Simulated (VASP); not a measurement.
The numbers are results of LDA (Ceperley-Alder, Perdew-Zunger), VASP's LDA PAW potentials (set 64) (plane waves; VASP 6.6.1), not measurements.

The input files of a VASP run:

**KPOINTS**
```
k-points along high-symmetry lines
10
Line-mode
Reciprocal
  0.000000   0.000000   0.000000 ! GAMMA
  0.000000   0.500000   0.000000 ! X

  0.000000   0.500000   0.000000 ! X
  0.500000   0.500000   0.000000 ! M

  0.500000   0.500000   0.000000 ! M
  0.000000   0.000000   0.000000 ! GAMMA

  0.000000   0.000000   0.000000 ! GAMMA
  0.000000   0.000000   0.500000 ! Z

  0.000000   0.000000   0.500000 ! Z
  0.000000   0.500000   0.500000 ! R

  0.000000   0.500000   0.500000 ! R
  0.500000   0.500000   0.500000 ! A

  0.500000   0.500000   0.500000 ! A
  0.000000   0.000000   0.500000 ! Z

  0.000000   0.500000   0.000000 ! X
  0.000000   0.500000   0.500000 ! R

  0.500000   0.500000   0.000000 ! M
  0.500000   0.500000   0.500000 ! A
```

INCAR:
```
SYSTEM  =  MgF2
ICHARG  =  11   ! fixed density
ISMEAR  =  0   ! Gaussian
SIGMA  =  0.05   ! width (eV)
LWAVE  =  .False.
PREC  =  Accurate
ALGO  =  Normal   ! blocked Davidson
LREAL  =  .False.   ! projection in real space or not
LCHARG  =  .False.
ENCUT  =  520   ! plane-wave cut-off (eV)
LASPH  =  .True.
LORBIT  =  11   ! lm-projected
EDIFF  =  1E-7   ! SCF stop (eV)
NELM  =  100   ! most electronic steps
```

POSCAR:
```
MgF2
1
    4.5323519141     0.0000000000     0.0000000000
    0.0000000000     4.5323519141     0.0000000000
    0.0000000000     0.0000000000     2.9991680484
Mg F
2 4
Direct
  0.0000000000   0.0000000000   0.0000000000
  0.5000000000   0.5000000000   0.5000000000
  0.3027590810   0.3027590810   0.0000000000
  0.8027590810   0.1972409190   0.5000000000
  0.1972409190   0.8027590810   0.5000000000
  0.6972409190   0.6972409190   0.0000000000
```

POTCAR, in this order: Mg F (LDA.64 set). Program: vasp_std. Read from the step before: CHGCAR.

What VASP printed:

File OSZICAR:
```
       N       E                     dE             d eps       ncg     rms          rms(c)
DAV:   1     0.187723088618E+03    0.18772E+03   -0.18113E+04  3736   0.151E+03
DAV:   2    -0.262082457702E+02   -0.21393E+03   -0.20676E+03  4728   0.326E+02
DAV:   3    -0.349154562227E+02   -0.87072E+01   -0.86819E+01  4256   0.685E+01
DAV:   4    -0.349714736169E+02   -0.56017E-01   -0.55998E-01  4068   0.628E+00
DAV:   5    -0.349718240991E+02   -0.35048E-03   -0.35047E-03  4092   0.500E-01
DAV:   6    -0.349718276818E+02   -0.35827E-05   -0.35827E-05  4092   0.474E-02
DAV:   7    -0.349718277371E+02   -0.55360E-07   -0.55335E-07  3424   0.527E-03
   1 F= -.34971828E+02 E0= -.34971828E+02  d E =-.131076E-20
```

OUTCAR:
```
 val. band max:       -1.2175906442   @ k =   0.0000   0.0000   0.0000

 cond. band min:       5.9424737327   @ k =   0.0000   0.0000   0.0000



 k-point     1 :       0.0000    0.0000    0.0000
  band No.  band energies     occupation
      1     -21.8329      2.00000
      2     -20.8526      2.00000
      3     -20.8526      2.00000
      4     -20.7408      2.00000
      5      -5.6292      2.00000
      6      -4.0594      2.00000
      7      -3.5059      2.00000
      8      -3.5059      2.00000
      9      -3.2925      2.00000
     10      -3.2520      2.00000
     11      -2.5487      2.00000
     12      -2.5487      2.00000
     13      -1.9765      2.00000
     14      -1.5511      2.00000
     15      -1.5511      2.00000
     16      -1.2176      2.00000
     17       5.9425      0.00000
     18      10.9919      0.00000
     19      10.9919      0.00000
     20      12.3472      0.00000

 k-point     2 :       0.0000    0.0556    0.0000
  band No.  band energies     occupation
      1     -21.8266      2.00000
      2     -20.8679      2.00000
      3     -20.8508      2.00000
      4     -20.7340      2.00000
      5      -5.6163      2.00000
      6      -4.0547      2.00000
      7      -3.5812      2.00000
      8      -3.4866      2.00000
      9      -3.2873      2.00000
     10      -3.1856      2.00000
     11      -2.5549      2.00000
     12      -2.5445      2.00000
     13      -1.9810      2.00000
     14      -1.5833      2.00000
     15      -1.5540      2.00000
     16      -1.2262      2.00000
     17       5.9847      0.00000
     18      10.9380      0.00000
     19      11.0123      0.00000
     20      12.3643      0.00000

 k-point     3 :       0.0000    0.1111    0.0000
  band No.  band energies     occupation
      1     -21.8083      2.00000
      2     -20.9065      2.00000
      3     -20.8455      2.00000
      4     -20.7217      2.00000
      5      -5.5783      2.00000
      6      -4.0380      2.00000
...
```

The density is held fixed in this step, so its total energy and stress have no physical meaning.

The compound is MgF2 in the rutile structure. It was relaxed first, which changed the volume by -5 %.
